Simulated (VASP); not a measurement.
Wanted: an ASE script for a VASP 6.6.1 run.

```
Task                   : single point
Functional             : PBE
Potentials or basis    : VASP PAW PBE potentials, release 64 (Mg, O)
Cutoff                 : 520 eV
k mesh                 : 11 × 11 × 11
Occupations            : gaussian, width 0.1 eV
Spin                   : no spin polarisation
Further INCAR settings : ALGO = Fast; EDIFF = 1.00e-06; NBANDS = 11
```

The structure of MgO lies in MgO.cif:

```cif
data_MgO
_cell_length_a 4.19400279
_cell_length_b 4.19400279
_cell_length_c 4.19400279
_cell_angle_alpha 90.00000000
_cell_angle_beta 90.00000000
_cell_angle_gamma 90.00000000
_space_group_name_H-M_alt 'Fm-3m'
_space_group_name_Hall '-F 4 2 3'
_space_group_IT_number 225
loop_
_space_group_symop_operation_xyz
'x,y,z'
'-x,-y,-z'
'-y,x,z'
'y,-x,-z'
'-x,-y,z'
'x,y,-z'
'y,-x,z'
'-y,x,-z'
'x,-y,-z'
'-x,y,z'
'-y,-x,-z'
'y,x,z'
'-x,y,-z'
'x,-y,z'
'y,x,-z'
'-y,-x,z'
'z,x,y'
'-z,-x,-y'
'z,-y,x'
'-z,y,-x'
'z,-x,-y'
'-z,x,y'
'z,y,-x'
'-z,-y,x'
'-z,x,-y'
'z,-x,y'
'-z,-y,-x'
'z,y,x'
'-z,-x,y'
'z,x,-y'
'-z,y,x'
'z,-y,-x'
'y,z,x'
'-y,-z,-x'
'x,z,-y'
'-x,-z,y'
'-y,z,-x'
'y,-z,x'
'-x,z,y'
'x,-z,-y'
'-y,-z,x'
'y,z,-x'
'-x,-z,-y'
'x,z,y'
'y,-z,-x'
'-y,z,x'
'x,-z,y'
'-x,z,-y'
'x,y+1/2,z+1/2'
'-x,-y+1/2,-z+1/2'
'-y,x+1/2,z+1/2'
'y,-x+1/2,-z+1/2'
'-x,-y+1/2,z+1/2'
'x,y+1/2,-z+1/2'
'y,-x+1/2,z+1/2'
'-y,x+1/2,-z+1/2'
'x,-y+1/2,-z+1/2'
'-x,y+1/2,z+1/2'
'-y,-x+1/2,-z+1/2'
'y,x+1/2,z+1/2'
'-x,y+1/2,-z+1/2'
'x,-y+1/2,z+1/2'
'y,x+1/2,-z+1/2'
'-y,-x+1/2,z+1/2'
'z,x+1/2,y+1/2'
'-z,-x+1/2,-y+1/2'
'z,-y+1/2,x+1/2'
'-z,y+1/2,-x+1/2'
'z,-x+1/2,-y+1/2'
'-z,x+1/2,y+1/2'
'z,y+1/2,-x+1/2'
'-z,-y+1/2,x+1/2'
'-z,x+1/2,-y+1/2'
'z,-x+1/2,y+1/2'
'-z,-y+1/2,-x+1/2'
'z,y+1/2,x+1/2'
'-z,-x+1/2,y+1/2'
'z,x+1/2,-y+1/2'
'-z,y+1/2,x+1/2'
'z,-y+1/2,-x+1/2'
'y,z+1/2,x+1/2'
'-y,-z+1/2,-x+1/2'
'x,z+1/2,-y+1/2'
'-x,-z+1/2,y+1/2'
'-y,z+1/2,-x+1/2'
'y,-z+1/2,x+1/2'
'-x,z+1/2,y+1/2'
'x,-z+1/2,-y+1/2'
'-y,-z+1/2,x+1/2'
'y,z+1/2,-x+1/2'
'-x,-z+1/2,-y+1/2'
'x,z+1/2,y+1/2'
'y,-z+1/2,-x+1/2'
'-y,z+1/2,x+1/2'
'x,-z+1/2,y+1/2'
'-x,z+1/2,-y+1/2'
'x+1/2,y,z+1/2'
'-x+1/2,-y,-z+1/2'
'-y+1/2,x,z+1/2'
'y+1/2,-x,-z+1/2'
'-x+1/2,-y,z+1/2'
'x+1/2,y,-z+1/2'
'y+1/2,-x,z+1/2'
'-y+1/2,x,-z+1/2'
'x+1/2,-y,-z+1/2'
'-x+1/2,y,z+1/2'
'-y+1/2,-x,-z+1/2'
'y+1/2,x,z+1/2'
'-x+1/2,y,-z+1/2'
'x+1/2,-y,z+1/2'
'y+1/2,x,-z+1/2'
'-y+1/2,-x,z+1/2'
'z+1/2,x,y+1/2'
'-z+1/2,-x,-y+1/2'
'z+1/2,-y,x+1/2'
'-z+1/2,y,-x+1/2'
'z+1/2,-x,-y+1/2'
'-z+1/2,x,y+1/2'
'z+1/2,y,-x+1/2'
'-z+1/2,-y,x+1/2'
'-z+1/2,x,-y+1/2'
'z+1/2,-x,y+1/2'
'-z+1/2,-y,-x+1/2'
'z+1/2,y,x+1/2'
'-z+1/2,-x,y+1/2'
'z+1/2,x,-y+1/2'
'-z+1/2,y,x+1/2'
'z+1/2,-y,-x+1/2'
'y+1/2,z,x+1/2'
'-y+1/2,-z,-x+1/2'
'x+1/2,z,-y+1/2'
'-x+1/2,-z,y+1/2'
'-y+1/2,z,-x+1/2'
'y+1/2,-z,x+1/2'
'-x+1/2,z,y+1/2'
'x+1/2,-z,-y+1/2'
'-y+1/2,-z,x+1/2'
'y+1/2,z,-x+1/2'
'-x+1/2,-z,-y+1/2'
'x+1/2,z,y+1/2'
'y+1/2,-z,-x+1/2'
'-y+1/2,z,x+1/2'
'x+1/2,-z,y+1/2'
'-x+1/2,z,-y+1/2'
'x+1/2,y+1/2,z'
'-x+1/2,-y+1/2,-z'
'-y+1/2,x+1/2,z'
'y+1/2,-x+1/2,-z'
'-x+1/2,-y+1/2,z'
'x+1/2,y+1/2,-z'
'y+1/2,-x+1/2,z'
'-y+1/2,x+1/2,-z'
'x+1/2,-y+1/2,-z'
'-x+1/2,y+1/2,z'
'-y+1/2,-x+1/2,-z'
'y+1/2,x+1/2,z'
'-x+1/2,y+1/2,-z'
'x+1/2,-y+1/2,z'
'y+1/2,x+1/2,-z'
'-y+1/2,-x+1/2,z'
'z+1/2,x+1/2,y'
'-z+1/2,-x+1/2,-y'
'z+1/2,-y+1/2,x'
'-z+1/2,y+1/2,-x'
'z+1/2,-x+1/2,-y'
'-z+1/2,x+1/2,y'
'z+1/2,y+1/2,-x'
'-z+1/2,-y+1/2,x'
'-z+1/2,x+1/2,-y'
'z+1/2,-x+1/2,y'
'-z+1/2,-y+1/2,-x'
'z+1/2,y+1/2,x'
'-z+1/2,-x+1/2,y'
'z+1/2,x+1/2,-y'
'-z+1/2,y+1/2,x'
'z+1/2,-y+1/2,-x'
'y+1/2,z+1/2,x'
'-y+1/2,-z+1/2,-x'
'x+1/2,z+1/2,-y'
'-x+1/2,-z+1/2,y'
'-y+1/2,z+1/2,-x'
'y+1/2,-z+1/2,x'
'-x+1/2,z+1/2,y'
'x+1/2,-z+1/2,-y'
'-y+1/2,-z+1/2,x'
'y+1/2,z+1/2,-x'
'-x+1/2,-z+1/2,-y'
'x+1/2,z+1/2,y'
'y+1/2,-z+1/2,-x'
'-y+1/2,z+1/2,x'
'x+1/2,-z+1/2,y'
'-x+1/2,z+1/2,-y'
loop_
_atom_site_label
_atom_site_type_symbol
_atom_site_symmetry_multiplicity
_atom_site_Wyckoff_symbol
_atom_site_fract_x
_atom_site_fract_y
_atom_site_fract_z
_atom_site_occupancy
Mg1 Mg 4 a 0.0000000000 0.0000000000 0.0000000000 1
O1 O 4 b 0.5000000000 0.0000000000 0.0000000000 1
```

The cell is a database's computed one.

The input as run:

run.py

```python
from ase.calculators.vasp import Vasp
from ase.dft.bandgap import bandgap
from ase.io import read

atoms = read('MgO.cif', primitive_cell=True, subtrans_included=False)
calc = Vasp(
    directory='calc',
    xc='pbe',
    pp='PBE',
    setups='recommended',
    prec='Accurate',
    encut=520,
    ediff=1e-06,
    ismear=0,
    sigma=0.1,
    lreal=False,
    lasph=True,
    nelm=80,
    algo='Fast',
    isif=2,
    lwave=False,
    lcharg=False,
    kpts=[11, 11, 11],
    gamma=True,
    nbands=11,
)
atoms.calc = calc

print('energy (eV):', atoms.get_potential_energy())
print('free energy (eV):', atoms.get_potential_energy(force_consistent=True))
print('forces (eV/A):')
print(atoms.get_forces())
print('stress (eV/A^3, Voigt):', atoms.get_stress())
print('Fermi level (eV):', calc.get_fermi_level())
gap, top, bottom = bandgap(calc)
print('band gap (eV):', gap, 'from (spin, k, band)', top, 'to', bottom)
```

Potentials or basis: VASP PAW PBE potentials, release 64 (Mg, O).

Launch:

```sh
$ python run.py
```

Results of the run:

- Pressure: 6.2 GPa
- Band gap on the k mesh: 4.85 eV, direct

It took 11 s on 1 thread of Intel(R) Xeon(R) Platinum 8559C (Emerald Rapids), on a shared host, peak memory 0.14 GiB.
